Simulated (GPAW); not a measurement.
The system is InPd.

```xyz
2
Lattice="0.0000 2.7461 2.7461 2.7461 0.0000 2.7461 2.7461 2.7461 0.0000" Properties=species:S:1:pos:R:3 pbc="T T T"
In    0.0000    0.0000    0.0000
Pd    2.7461    2.7461    2.7461
```

The cell was built by a generator and needn't be a form met in nature.

- Program: GPAW 26.7.0
- Task: relaxation of cell and atoms
- Functional: LDA
- Potentials or basis: the program's PAW data sets (release 1.2.1) made for this functional
- Cutoff: 600 eV
- Basis: pw
- k mesh: 8 × 8 × 8
- Occupations: fermi-dirac, width 0.05 eV
- Spin: no spin polarisation

At the start: pressure -8.5 GPa; volume 20.71 Å³/atom.

**Question.** Where does the relaxation end?

**Answer.** Over 4 steps the energy falls by 53.3 meV/atom and the volume is 18.90 Å³/atom (-8.8 %); space group Fm-3m (No. 225, to 0.05 Å).

The path:
| step | energy change (eV) | largest force (eV/Å) | pressure (GPa) | volume (Å³) |
| --- | --- | --- | --- | --- |
| 1 | 0.0000 | 0.0000 | -8.46 | 41.42 |
| 2 | -0.0456 | 0.0000 | -6.73 | 40.46 |
| 3 | -0.1046 | 0.0000 | 1.45 | 37.28 |
| 4 | -0.1067 | 0.0000 | -0.16 | 37.79 |

Final structure:
```yaml
crystal:
  lattice:
    - [0.00000, 2.66351, 2.66351]
    - [2.66351, 0.00000, 2.66351]
    - [2.66351, 2.66351, 0.00000]
  atoms:
    - { symbol: In, position: [0.00000, 0.00000, 0.00000] }
    - { symbol: Pd, position: [0.50000, 0.50000, 0.50000] }
```

Caveat: later steps reuse the first step's grids.
